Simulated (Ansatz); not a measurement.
The system is P.

```
P
1.0
     1.64774   -5.46504    0.00000
     1.64774    5.46504    0.00000
     0.00000    0.00000    4.54364
P
4
Cartesian
  1.6477 -4.4173 2.6754
  1.6477 4.4173 1.8683
  1.6477 -1.0477 0.4035
  1.6477 1.0477 4.1401
```

Base run:

* Program: Ansatz 0.2.0
* Functional: HSE06
* Potentials or basis: Ansatz PAW
* Cutoff: 420 eV (not typed: the program's choice for these potentials)
* k mesh: 5 × 5 × 4
* Occupations: fermi-dirac, width 0.05 eV
* Spin: no spin polarisation

Its results: band gap on the k mesh 1.02 eV, direct; pressure -0.1 GPa; largest force 0.144 eV/Å.

Question: The run is repeated on the same cell with these changes: functional from HSE06 to r2SCAN; cutoff from 420 eV (not typed: the program's choice for these potentials) to 500 eV (not typed: the program's choice for these potentials). What comes out?

Answer: Band gap on the k mesh 0.57 eV, direct; pressure 0.8 GPa; largest force 0.086 eV/Å.

HSE06 gives the wider gap, since exact exchange removes part of the self-interaction.

Caveats: odd divisions of the mesh miss points on the zone boundary, where band edges often lie, so the gap on the mesh can be too wide; the PAW data sets come from PBE, with cores solved anew for the run's functional, which leaves a small shift of forces and pressure; the density of states is complete only up to the lowest level of the last band computed; the thresholds are loose for stress (some runs).

A k mesh can miss the band edges.
